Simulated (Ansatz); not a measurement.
The system is CuO.

```
Cu O
1.0
     3.17953    0.00000    0.00000
    -1.58977    2.75356    0.00000
     0.00000    0.00000    4.43149
Cu O
2 2
Direct
  0.00000 0.00000 0.00000
  0.00000 0.00000 0.50000
  0.33333 0.66667 0.25000
  0.66667 0.33333 0.75000
```

Measurements of this composition are mostly on another form, of space group No. 15.

Program: Ansatz 0.2.0. Alike in all runs: potentials or basis Ansatz PAW; no spin polarisation; cell as given; k mesh 10 × 10 × 6; cutoff (eV) 420; smearing fermi-dirac 0.05 eV.

Q: Order these runs on this cell by their pressure, lowest first.
A. level PBEsol; points for each segment of the path 14
B. level PBE
C. level LDA+U; U Cu d U = 6 eV; hubbard projectors ortho-atomic (the default); double counting fll (the default)
D. level LDA+U; U Cu d U = 8 eV; hubbard projectors ortho-atomic (the default); double counting fll (the default)
E. level LDA+U; U Cu d U = 3 eV; hubbard projectors ortho-atomic (the default); double counting fll (the default)

A: E (-8.5 GPa), C (-6.5 GPa), D (-4.7 GPa), A (-2.7 GPa), B (6.2 GPa).

Caveats: the run has no spin polarisation, though such a crystal can be magnetic; the PAW data sets come from PBE, with cores solved anew for the run's functional, which leaves a small shift of forces and pressure (some runs); U without spin polarisation on a metal has little footing (some runs).

Not every run made on this cell is shown here.
